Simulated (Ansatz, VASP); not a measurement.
## GaSb: VASP beside Ansatz

Aim: how closely do two programs agree when they are given the same cell, functional and k mesh?

Main program and level: Ansatz 0.2.0; plane waves, with VASP 6.6.1 beside it; band structure at PBE.

The database entry behind the starting cell differs from later determinations by our own check (about 0.4 % long), so it need not match the best structure at ambient conditions.

## (1) The starting structure

Symmetry: F-43m, No. 216, cubic system. Conventional cell: a = 6.118 Å, b = 6.118 Å, c = 6.118 Å, α = 90.00°, β = 90.00°, γ = 90.00°. Nearest to Ga lie 4 Sb at 2.65 Å. Nearest to Sb lie 4 Ga at 2.65 Å. Farther neighbours are not listed.

Structure file:

```xyz
2
Lattice="0.0000 3.0590 3.0590 3.0590 0.0000 3.0590 3.0590 3.0590 0.0000" Properties=species:S:1:pos:R:3 pbc="T T T"
Ga    0.0000    0.0000    0.0000
Sb    1.5295    1.5295    1.5295
```

## (2) VASP: band structure, PBE

The same path points are solved in both programs, so levels can be compared one by one.

Lines of VASP's logs that name or quote its potential files are left out, and so is its time.

Input file INCAR:

```
SYSTEM = GaSb
PREC = Accurate
ENCUT = 430
EDIFF = 1E-08
NELM = 100
ISMEAR = 0
SIGMA = 0.01
LREAL = .FALSE.
ALGO = Normal
GGA = PE
NBANDS = 20
LORBIT = 11
LWAVE = .TRUE.
LCHARG = .FALSE.
KPAR = 8
```

Input file POSCAR:

```
GaSb
1.0
    0.0000000000      3.0590000000      3.0590000000
    3.0590000000      0.0000000000      3.0590000000
    3.0590000000      3.0590000000      0.0000000000
Ga Sb
1 1
Direct
    0.0000000000      0.0000000000      0.0000000000
    0.2500000000      0.2500000000      0.2500000000
```

Input file KPOINTS:

```
Automatic mesh
0
Gamma
6 6 6
0 0 0
```

Input file KPOINTS_OPT:

```
Line mode
12
Line-mode
Reciprocal
  0.00000000   0.00000000   0.00000000 GAMMA
  0.50000000   0.00000000   0.50000000 X

  0.50000000   0.00000000   0.50000000 X
  0.50000000   0.25000000   0.75000000 W

  0.50000000   0.25000000   0.75000000 W
  0.37500000   0.37500000   0.75000000 K

  0.37500000   0.37500000   0.75000000 K
  0.00000000   0.00000000   0.00000000 GAMMA

  0.00000000   0.00000000   0.00000000 GAMMA
  0.50000000   0.50000000   0.50000000 L

  0.50000000   0.50000000   0.50000000 L
  0.62500000   0.25000000   0.62500000 U

  0.62500000   0.25000000   0.62500000 U
  0.50000000   0.25000000   0.75000000 W

  0.50000000   0.25000000   0.75000000 W
  0.50000000   0.50000000   0.50000000 L

  0.50000000   0.50000000   0.50000000 L
  0.37500000   0.37500000   0.75000000 K

  0.62500000   0.25000000   0.62500000 U
  0.50000000   0.00000000   0.50000000 X
```

The projector-augmented-wave data sets are Ga_d_GW and Sb_d_GW (PBE family, release 64).

Launch:

```console
mpirun -np 8 vasp_std
```

Numbers of over 12 decimals in the logs are rounded to 6 here.

Log:

```text
[banner, memory and clock lines left out]
running    8 mpi-ranks, on    1 nodes
 distrk:  each k-point on    1 cores,    8 groups
 distr:  one band on    1 cores,    1 groups

 POSCAR found type information on POSCAR GaSb
 POSCAR found :  2 types and       2 ions
|                                                                             |
|           W    W    AA    RRRRR   N    N  II  N    N   GGGG   !!!           |
|           W    W   A  A   R    R  NN   N  II  NN   N  G    G  !!!           |
|           W    W  A    A  R    R  N N  N  II  N N  N  G       !!!           |
|           W WW W  AAAAAA  RRRRR   N  N N  II  N  N N  G  GGG   !            |
|           WW  WW  A    A  R   R   N   NN  II  N   NN  G    G                |
|           W    W  A    A  R    R  N    N  II  N    N   GGGG   !!!           |
|                                                                             |
|     For optimal performance we recommend to set                             |
|       NCORE = 2 up to number-of-cores-per-socket                            |
|     NCORE specifies how many cores store one orbital (NPAR=cpu/NCORE).      |
|     This setting can greatly improve the performance of VASP for DFT.       |
|     The default, NCORE=1 might be grossly inefficient on modern             |
|     multi-core architectures or massively parallel machines. Do your        |
|     Unfortunately you need to use the default for GW and RPA                |
|     calculations (for HF NCORE is supported but not extensively tested      |
|     yet).                                                                   |
|                                                                             |

 LDA part: xc-table for (Slater+PW92), standard interpolation
 POSCAR, INCAR and KPOINTS ok, starting setup
 FFT: planning ... GRIDC
 FFT: planning ... GRID_SOFT
 FFT: planning ... GRID
 WAVECAR not read
 entering main loop
       N       E                     dE             d eps       ncg     rms          rms(c)
DAV:   1     0.230638822158E+03    0.23064E+03   -0.11592E+04   856   0.124E+04
DAV:   2     0.176678630560E+02   -0.21297E+03   -0.20839E+03  1080   0.123E+03
DAV:   3    -0.632241529044E+01   -0.23990E+02   -0.23893E+02  1088   0.197E+02
DAV:   4    -0.734009452674E+01   -0.10177E+01   -0.10171E+01   988   0.301E+01
DAV:   5    -0.738952001484E+01   -0.49425E-01   -0.49418E-01   924   0.620E+00    0.387E+00
DAV:   6    -0.734115865979E+01    0.48361E-01   -0.14145E-01  1048   0.795E+00    0.236E+00
DAV:   7    -0.732458726741E+01    0.16571E-01   -0.35166E-02   976   0.438E+00    0.339E-01
DAV:   8    -0.732575368280E+01   -0.11664E-02   -0.24265E-03  1080   0.897E-01    0.853E-02
DAV:   9    -0.732638058938E+01   -0.62691E-03   -0.67779E-04   896   0.355E-01    0.295E-02
DAV:  10    -0.732648700972E+01   -0.10642E-03   -0.10957E-04  1036   0.169E-01    0.682E-03
DAV:  11    -0.732649748783E+01   -0.10478E-04   -0.14050E-05   912   0.493E-02    0.269E-03
DAV:  12    -0.732649801689E+01   -0.52905E-06   -0.17225E-06   856   0.417E-02    0.846E-04
DAV:  13    -0.732649823406E+01   -0.21717E-06   -0.11479E-07   776   0.910E-03    0.193E-04
DAV:  14    -0.732649826080E+01   -0.26735E-07   -0.22588E-08   620   0.134E-03    0.515E-05
DAV:  15    -0.732649825362E+01    0.71741E-08   -0.24814E-09   476   0.212E-03
   1 F= -.73264983E+01 E0= -.73264929E+01  d E =-.106171E-04
 Start KPOINTS_OPT (optional k-point list driver)
k-point batch [1-16\120]
       N       E                     dE             ncg
DAV:   1    -0.200856932159E+04   -0.10735E+05      824
DAV:   2    -0.544603714934E+04   -0.34375E+04     1072
DAV:   3    -0.586516651128E+04   -0.41913E+03     1060
DAV:   4    -0.588448313210E+04   -0.19317E+02      984
DAV:   5    -0.588562097908E+04   -0.11378E+01      948
DAV:   6    -0.588569118493E+04   -0.70206E-01     1028
DAV:   7    -0.588569190970E+04   -0.72478E-03      928
DAV:   8    -0.588569194106E+04   -0.31361E-04     1056
DAV:   9    -0.588569194174E+04   -0.67510E-06      968
DAV:  10    -0.588569194175E+04   -0.79499E-08      536
[...]
k-point batch [113-120\120]
       N       E                     dE             ncg
DAV:   1     0.575558543342E+04   -0.77409E+04      404
DAV:   2     0.404028370006E+04   -0.17153E+04      512
DAV:   3     0.382430869624E+04   -0.21598E+03      520
DAV:   4     0.381399903620E+04   -0.10310E+02      496
DAV:   5     0.381314570906E+04   -0.85333E+00      508
DAV:   6     0.381313099537E+04   -0.14714E-01      452
DAV:   7     0.381312992854E+04   -0.10668E-02      548
DAV:   8     0.381312992083E+04   -0.77056E-05      464
DAV:   9     0.381312992047E+04   -0.36047E-06      552
DAV:  10     0.381312992047E+04   -0.17308E-08      264
 writing wavefunctions
```

OUTCAR, selected parts (step 2):

```text
ion  position               nearest neighbor table
   1  0.000  0.000  0.000-   2 2.65   2 2.65   2 2.65   2 2.65
   2  0.250  0.250  0.250-   1 2.65   1 2.65   1 2.65   1 2.65

  LATTYP: Found a face centered cubic cell.
 ALAT       =     6.1180000000

 Subroutine GETGRP returns: Found 24 space group operations
 (whereof 24 operations were pure point group operations)

The static configuration has the point symmetry T_d .

 Found     16 irreducible k-points:

   k-points           NKPTS =     16   k-points in BZ     NKDIM =     16   number of bands    NBANDS=     20

   dimension x,y,z NGX =    30 NGY =   30 NGZ =   30
   dimension x,y,z NGXF=    60 NGYF=   60 NGZF=   60

   ENCUT  =  430.0 eV  31.60 Ry    5.62 a.u.   7.31  7.31  7.31*2*pi/ulx,y,z

   NELECT =      28.0000    total number of electrons

 k-points in reciprocal lattice and weights: Automatic mesh
   0.00000000  0.00000000  0.00000000       0.005
   0.16666667  0.00000000  0.00000000       0.037
   0.33333333  0.00000000  0.00000000       0.037
   0.50000000  0.00000000  0.00000000       0.019
   0.16666667  0.16666667  0.00000000       0.028
   0.33333333  0.16666667  0.00000000       0.111
   0.50000000  0.16666667  0.00000000       0.111
  -0.33333333  0.16666667  0.00000000       0.111
  -0.16666667  0.16666667  0.00000000       0.056
[...]
-0.33333333  0.33333333  0.16666667       0.111
  -0.33333333  0.50000000  0.16666667       0.056

 average (electrostatic) potential at core
       1 -66.7741       2 -82.4480

 E-fermi :   3.8072

 k-point     1 :       0.0000    0.0000    0.0000
  band No.  band energies     occupation
    ...
     10     -11.1912      2.00000
     11      -7.6858      2.00000
     12       3.7911      1.97774
     13       3.7911      1.97773
     14       3.7911      1.97773
     15       3.8202      0.06680
     16       6.5735      0.00000
     17       6.5735      0.00000
     18       6.5735      0.00000
     19       9.6101      0.00000
    ...

 k-point     2 :       0.1667    0.0000    0.0000
  band No.  band energies     occupation
    ...
     10     -11.1917      2.00000
     11      -7.4042      2.00000
     12       1.0869      2.00000
     13       3.3893      2.00000
     14       3.3893      2.00000
     15       4.8018      0.00000
     16       7.1159      0.00000
     17       7.1159      0.00000
     18       7.7499      0.00000
     19      10.8443      0.00000
    ...

 k-point     3 :       0.3333    0.0000    0.0000
  band No.  band energies     occupation
    ...
     10     -11.1919      2.00000
     11      -6.6534      2.00000
     12      -1.3811      2.00000
     13       2.8467      2.00000
     14       2.8467      2.00000
     15       4.3848      0.00000
     16       7.5670      0.00000
     17       7.5670      0.00000
     18      10.2394      0.00000
     19      10.8516      0.00000
    ...

  Total        0.7896638      0.7896638      0.7896638      0.0000000      0.0000000     -0.0000000
  in kB       22.0995976     22.0995976     22.0995976      0.0000000      0.0000000     -0.0000000
  external PRESSURE =      22.0995976 kB  Pullay stress =       0.0000000 kB

  energy-cutoff  :      430.00
  volume of cell :       57.25
      direct lattice vectors                 reciprocal lattice vectors
     0.000000000  3.059000000  3.059000000    -0.163452109  0.163452109  0.163452109
     3.059000000  0.000000000  3.059000000     0.163452109 -0.163452109  0.163452109
     3.059000000  3.059000000  0.000000000     0.163452109  0.163452109 -0.163452109

 POSITION                                       TOTAL-FORCE (eV/Angst)
 -----------------------------------------------------------------------------------
      0.00000      0.00000      0.00000         0.000000     -0.000000      0.000000
      1.52950      1.52950      1.52950        -0.000000      0.000000     -0.000000
 -----------------------------------------------------------------------------------
    total drift:                                0.000015      0.000015      0.000014

  FREE ENERGIE OF THE ION-ELECTRON SYSTEM (eV)
  ---------------------------------------------------
  free  energy   TOTEN  =        -7.3264982536 eV

  energy  without entropy=       -7.3264876365  energy(sigma->0) =       -7.32649295

 total charge
# of ion       s       p       d       f       tot
--------------------------------------------------
    1        0.897   0.767   9.918   0.000  11.582
    2        1.239   1.592   9.988   0.008  12.827
--------------------------------------------------
tot          2.136   2.360  19.906   0.008  24.409

[... 3 further parts left out ...]
```

The run ends at a pressure of 2.21 GPa.

## (3) Ansatz: band structure, PBE

Ansatz runs on its default PAW (the set named soft_2) files.

The same cell, functional, mesh and smearing now go to Ansatz, which takes its cutoff from its data sets.

Input file input.yaml:

```yaml
crystal:
  lattice:
    - [0.0, 3.059, 3.059]
    - [3.059, 0.0, 3.059]
    - [3.059, 3.059, 0.0]
  atoms:
    - { symbol: Ga, position: [0.0, 0.0, 0.0] }
    - { symbol: Sb, position: [0.25, 0.25, 0.25] }
hamiltonian:
  xc: pbe
  pseudopotentials: { kind: paw }
kpoints:
  mp_grid: { grid: [6, 6, 6] }
  band_path:
    path:
      - [0.0, 0.0, 0.0]
      - [0.18182, 0.0, 0.18182]
      - [0.36364, 0.0, 0.36364]
      - [0.5, 0.0, 0.5]
      - [0.5, 0.09091, 0.59091]
      - [0.5, 0.18182, 0.68182]
      - [0.5, 0.25, 0.75]
      - [0.45455, 0.29545, 0.75]
      - [0.40909, 0.34091, 0.75]
      - [0.375, 0.375, 0.75]
      - [0.20455, 0.20455, 0.40909]
      - [0.06818, 0.06818, 0.13636]
      - [0.04545, 0.04545, 0.04545]
      - [0.22727, 0.22727, 0.22727]
      - [0.40909, 0.40909, 0.40909]
      - [0.51136, 0.47727, 0.51136]
      - [0.55682, 0.38636, 0.55682]
      - [0.60227, 0.29545, 0.60227]
      - [0.61364, 0.25, 0.63636]
      - [0.56818, 0.25, 0.68182]
      - [0.51136, 0.25, 0.73864]
      - [0.5, 0.29545, 0.70455]
      - [0.5, 0.38636, 0.61364]
      - [0.5, 0.47727, 0.52273]
      - [0.47727, 0.47727, 0.54545]
      - [0.43182, 0.43182, 0.63636]
      - [0.38636, 0.38636, 0.72727]
      - [0.60227, 0.20455, 0.60227]
      - [0.55682, 0.11364, 0.55682]
      - [0.5, 0.0, 0.5]
    npoints: 1
scf:
  occupations: { method: gaussian, width: 0.01 }
  n_extra_bands: 7
output:
  forces: true
  stress: true
  eigenvalues: true
  write_density: true
  write_potential: true
  elf: true
  volumetric_format: npy
```

Launch:

```console
ansatz run input.yaml --threads 2 --pin off --max-ram 4608MiB --backend cpu --events-out ev --progress --plain --runs-dir out
```

Log:

```text
scf.n_extra_bands = 7 over 14 filled bands (N_el = 28.0): the run solves 21 bands
Engine: ansatz 0.2.0, x86_64-unknown-linux-gnu
Pseudopotentials: kind: paw
Pseudopotential: Ga, paw, valence charge 13, recommended cutoff 420 eV (normal), Ga.paw.azcp
Pseudopotential: Sb, paw, valence charge 15, recommended cutoff 420 eV (normal), Sb.paw.azcp
Functional definition: PBE
  parameter kappa = 0.804
  parameter beta = 0.066725
  exchange = pbe_x(kappa = kappa, mu = beta*pi^2/3)
  correlation = pbe_c(beta = beta)
Crystal: 2 atoms, lattice volume = 57.249 Å³
Basis set: ecut = 420 eV, 1139 PW (Γ), exchange–correlation on 60×60×60 points (8 copies of the dense FFT grid, shifted against one another)
Bands: 21, of which v1, the nominal top of the filled ones, is band 14 counted from 1 (13 counted from 0)
Symmetry: 24 space group operations
Space group: F-43m (ITA 216), of the structure as read, at distance tolerance 3.9e-5 Å
k-points: 16 of 216 (time reversal used)
Non-local potential: Ga, projectors of the file, l = 0: 2, l = 1: 2, l = 2: 3, l = 3: 1
Non-local potential: Sb, projectors of the file, l = 0: 2, l = 1: 2, l = 2: 2, l = 3: 2
PAW form: soft (Blöchl's): semilocal exchange-correlation on the pseudo side does not see the compensation charge
PAW one-centre angular grid: Ga, 590 points (default); XC on 64 Gauss nodes
PAW one-centre angular grid: Sb, 590 points (default); XC on 64 Gauss nodes
Initial density: superposition of atomic densities (neutral atoms: chi_scale 0, normalization atom), corrected by the library's trained network
Initial wavefunctions: pseudopotential atomic-orbital guess
Functional: x = pbe(κ = 0.804, μ = 0.219515), c = pbe(β = 0.066725)
SCF iter   1: F=—  HF=-10267.790579 eV  |F-HF|=—  |Δ(HF+E_count)|=         —  Δρ=1.40e-3  dr2=1.04e-3  ethr=1.77e-3  ⟨swp⟩=6.3  Hψ=1781  notcnv=0
preconditioner: auto → none  [insulator: Δε(μ)=0.030 eV  Ē_g=16.768 eV  σ=0.010 eV  W_gap=0.96  n_scr=14 (ndim 8)  ℏωp=20.8 eV  f_vac=0.091  D(μ)=0.20/eV (n_scr^D=0)  ε∞_Penn≈2.5]
SCF iter   2: F=—  HF=-10267.789519 eV  |F-HF|=—  |Δ(HF+E_count)|=   1.06e-3  Δρ=6.27e-4  dr2=2.37e-4  ethr=3.72e-6  ⟨swp⟩=2.1  Hψ=764  notcnv=0  defer=38
SCF iter   3: F=—  HF=-10267.789441 eV  |F-HF|=—  |Δ(HF+E_count)|=   7.82e-5  Δρ=2.36e-4  dr2=3.14e-5  ethr=8.45e-7  ⟨swp⟩=2.0  Hψ=516  notcnv=0  defer=38
SCF iter   4: F=—  HF=-10267.789476 eV  |F-HF|=—  |Δ(HF+E_count)|=   3.51e-5  Δρ=9.42e-5  dr2=3.68e-6  ethr=1.12e-7  ⟨swp⟩=2.1  Hψ=495  notcnv=0  defer=38
SCF iter   5: F=—  HF=-10267.789482 eV  |F-HF|=—  |Δ(HF+E_count)|=   5.96e-6  Δρ=3.34e-5  dr2=7.06e-7  ethr=1.32e-8  ⟨swp⟩=2.0  Hψ=522  notcnv=0  defer=38
SCF iter   6: F=-10267.789483 eV  HF=-10267.789483 eV  |F-HF|=2.73e-8  |Δ(HF+E_count)|=   1.11e-6  Δρ=5.89e-6  dr2=1.94e-8  ethr=3.57e-10  ⟨swp⟩=10.8  Hψ=2429  notcnv=0
SCF 1 converged in 6 iterations: F = -10267.789483 eV  dr2 = 1.94e-8
  greatest PAW one-centre occupation: 0.995 electrons in one spin orbital (limit 2), on the Sb atom at site 1 (counted from 0), in its partial waves of l = 2
NSCF: frozen V_eff on 30 k-points
SCF converged after 6 iterations
Free energy (F): -10267.789483 eV
Harris-Foulkes:  -10267.789483 eV  (|F-HF|=2.73e-8)
Internal energy: -10267.789475 eV  (E = F + TS)
E sigma→0 (E₀):  -10267.789479 eV
Entropy (-TS):   -0.000007 eV (-0.004 meV/atom)
Fermi energy:    7.733144 eV
--- Per-component energies (eV) ---
  E_band       = -260.757651
  E_kinetic    = 323.218116
  E_local      = -3914.077328  (includes V_loc(G=0)·N_el)
  E_nonlocal   = 787.337630
  E_hartree    = 1802.034860
  E_xc         = -207.380923
  E_vxc        = -154.060947  (∫ρ·V_xc dr)
  E_paw        = -6565.002597  (= ΣΔE_a)
  E_vpaw       = -907.238288  (= ΣTr[D̂ρ^β])
  E_aug_tail   = -0.000096  (compensation charges beyond the density's cutoff)
  E_ewald      = -2493.919138
  E_smearing   = -0.000007  (= −TS)
  E_closure    = 0.000000  (closes the sum)
  Σ components = -10267.789483   (vs F -10267.789483, Δ=0.00e0)
--- Forces (eV/Å), atoms counted from 1 ---
  atom   1  Ga     0.00000000    -0.00000000    -0.00000000
  atom   2  Sb    -0.00000000    -0.00000000    -0.00000000
  max |Σ_I F_I| component: 3.70e-17 eV/Å
--- Stress (GPa, compression-positive) ---
        2.275466       0.000000      -0.000000
        0.000000       2.275466       0.000000
       -0.000000       0.000000       2.275466
  P = ⅓ Tr σ = 2.2755 GPa (22.755 kbar)
--- Band table (eV; the first three rows and the last of 16) ---
  k-point 0: bands = [... 10 lower, -3.7616, 7.7159, 7.7159, 7.7159, 7.7474, 10.4985, 10.4985, 10.4985, ... 3 higher]
  k-point 1: bands = [... 10 lower, -3.4795, 5.0130, 7.3141, 7.3141, 8.7282, 11.0409, 11.0409, 11.6742, ... 3 higher]
  k-point 2: bands = [... 10 lower, -2.7277, 2.5450, 6.7715, 6.7715, 8.3110, 11.4921, 11.4921, 14.1664, ... 3 higher]
  k-point 15: bands = [... 10 lower, -1.2781, 1.0108, 4.5382, 4.7121, 10.2836, 10.5556, 13.8055, 13.8506, ... 3 higher]
```

It took 1.4 s on 2 threads of Intel Xeon Platinum 8375C at 2.90GHz (Ice Lake), shared host; peak memory 0.39 GiB.

In the SCF lines HF is the Harris–Foulkes energy and dr2 the Hartree energy of the density residual, in eV; the loop may stop once dr2 is under the threshold and the program's other checks hold. Hψ counts applications of the Hamiltonian.

## (4) Side by side

Known differences besides the potentials themselves: the cutoff is 420 eV in Ansatz and 430 eV in VASP; VASP leaves aspherical gradient terms in its spheres out (LASPH is not set), Ansatz keeps them. Total energies have different zeros and are not compared.

Compared:

```tsv
quantity	Ansatz	VASP	difference
gap over the path points (eV)	0.032	0.029	+0.002
```

Levels at points of the path, from each program's valence-band top (eV; 4 filled, then empty):

```tsv
k (reciprocal lattice)	Ansatz	VASP
0.000 0.000 0.000	-11.48 0.00 0.00 0.00 0.03 2.78 2.78	-11.48 0.00 0.00 0.00 0.03 2.78 2.78
0.182 0.000 0.182	-11.03 -2.98 -1.15 -1.15 1.60 2.76 4.51	-11.03 -2.99 -1.15 -1.15 1.59 2.76 4.51
0.364 0.000 0.364	-9.80 -5.69 -2.29 -2.29 0.91 1.89 7.27	-9.80 -5.69 -2.29 -2.29 0.91 1.89 7.27
0.500 0.000 0.500	-9.03 -6.80 -2.57 -2.57 0.91 1.26 8.71	-9.03 -6.80 -2.57 -2.57 0.91 1.26 8.71
0.500 0.091 0.591	-9.01 -6.77 -2.83 -2.76 1.49 1.79 7.66	-9.02 -6.76 -2.83 -2.76 1.49 1.78 7.66
0.500 0.182 0.682	-8.99 -6.69 -3.23 -3.04 2.81 3.10 5.78	-8.99 -6.69 -3.23 -3.04 2.81 3.09 5.78
0.500 0.250 0.750	-8.98 -6.67 -3.34 -3.12 3.69 4.33 4.42	-8.99 -6.67 -3.35 -3.12 3.68 4.33 4.41
0.455 0.295 0.750	-9.02 -6.65 -3.46 -2.83 2.75 4.00 5.30	-9.03 -6.65 -3.47 -2.83 2.75 4.00 5.30
0.409 0.341 0.750	-9.08 -6.63 -3.58 -2.35 1.71 3.91 6.27	-9.08 -6.63 -3.58 -2.36 1.71 3.91 6.27
0.375 0.375 0.750	-9.09 -6.62 -3.60 -2.19 1.41 3.88 6.62	-9.10 -6.62 -3.61 -2.19 1.41 3.88 6.62
```

Among the levels compared at these points, filled levels agree within 4 meV and empty ones within 7 meV. Not compared: the pressure (VASP's GW data sets at this cutoff don't carry it).

## (5) Outcome

| Property | Result |
| --- | --- |
| difference in gap over the path points (band structure, PBE) | 0.0024 eV |

What this shows: The difference in gap over the path points is 0.0024 eV (band structure, PBE), within the 0.08 eV picked in this series as the mark of a large difference. Such differences can come from data sets, numerical settings and the points named under the comparisons, not from the functional's error against experiment.

[Lines on the potential files, build, host, timing and source positions are cut from VASP's logs without a mark.]

[Logs are printed without paths, hosts, clocks, repeated set-up lines and the standing remarks that a program may print on its own settings, such as how far it seeks lower states.]

[Hosts, paths, dates, database ids (printed as entryN), source tags and the programs' standing remarks are cut or masked in the printed files.]
